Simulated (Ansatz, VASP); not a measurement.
## One calculation of WC, two programs

```
W C
1.0
     0.00000    2.19001    2.19001
     2.19001    0.00000    2.19001
     2.19001    2.19001    0.00000
W C
1 1
Cartesian
  0.0000 0.0000 0.0000
  2.1900 2.1900 2.1900
```

Alike in both runs: functional PBE; k mesh 16 × 16 × 16; occupations gaussian, width 0.1 eV; no spin polarisation.

Ansatz relaxed the structure, and its values are those at the end. VASP's run is a single point on that final structure, the one shown.

```csv
,VASP,Ansatz
version,VASP 6.6.1,Ansatz 0.2.0
potentials or method,"VASP PAW PBE potentials, release 64 (W_sv, C)","scalar-relativistic, plane waves, PAW"
plane-wave cutoff (eV),520,420
valence electrons in the cell,18,18
```

```tsv
	VASP	Ansatz	Ansatz less VASP
gap on the k mesh at the Fermi level (eV)	none	none	-
pressure (GPa)	0.9	0.0	-0.90
```

A gap of «none» marks a metal or a gap that the smearing closes. With one functional, cell and mesh, what is left measures potentials, basis and numerics.

Spin-orbit coupling is left out, which matters for the levels of W.
